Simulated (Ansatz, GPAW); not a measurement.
**MgS: programs and potentials compared**

```
CELL_PARAMETERS angstrom
4.03462 0.00000 0.00000
-2.01731 3.49409 0.00000
0.00000 0.00000 6.43229
ATOMIC_POSITIONS crystal
S 0.66170 0.33747 0.87235
S 0.33641 0.66494 0.37150
Mg 0.33406 0.66863 0.99751
Mg 0.66446 0.32535 0.50085
```

The cell comes from a database or a generator and needn't be the stable form of this composition.

Atoms were shifted at random by some hundredths of an Å from the given cell, which wasn't relaxed again for these runs.

Alike in all runs: task single point; functional PBEsol; k mesh 8 × 8 × 4; occupations fermi-dirac, width 0.05 eV; no spin polarisation; no spin-orbit coupling. Pressure is positive in compression and, in plane waves, holds the error of the finite cutoff, which Ansatz's Pulay term estimates and takes out.

```csv
program and potentials,plane-wave cutoff (eV),notes,band gap (eV),pressure (GPa),largest force (eV/Å),energy over the undisturbed cell (meV/atom)
"Ansatz, Ansatz PAW",420,"potentials made for PBE, which Ansatz adapts in part",3.36,-0.15,0.453,6.06
"Ansatz, all-electron LAPW, scalar-relativistic",-,-,3.36,-0.18,0.452,-
"GPAW, PAW data sets generated for this functional",800,-,3.35,-0.09,0.457,6.12
```

Force on atom 4 (Mg), eV/Å:

```tsv
program and potentials	x	y	z
Ansatz, Ansatz PAW	0.034	0.113	-0.438
Ansatz, all-electron LAPW, scalar-relativistic	0.034	0.113	-0.437
GPAW, PAW data sets generated for this functional	0.034	0.114	-0.442
```

The band gap spans 3.35 (GPAW, PAW data sets generated for this functional) to 3.36 eV (Ansatz, all-electron LAPW, scalar-relativistic), with all-electron results at 3.36. The pressure spans -0.18 (Ansatz, all-electron LAPW, scalar-relativistic) to -0.09 GPa (GPAW, PAW data sets generated for this functional), with all-electron results at -0.18.

Differences between rows come from potentials, basis sets and numerical settings, since the functional is the same but for its coding. Runs on potential files found faulty are left out.
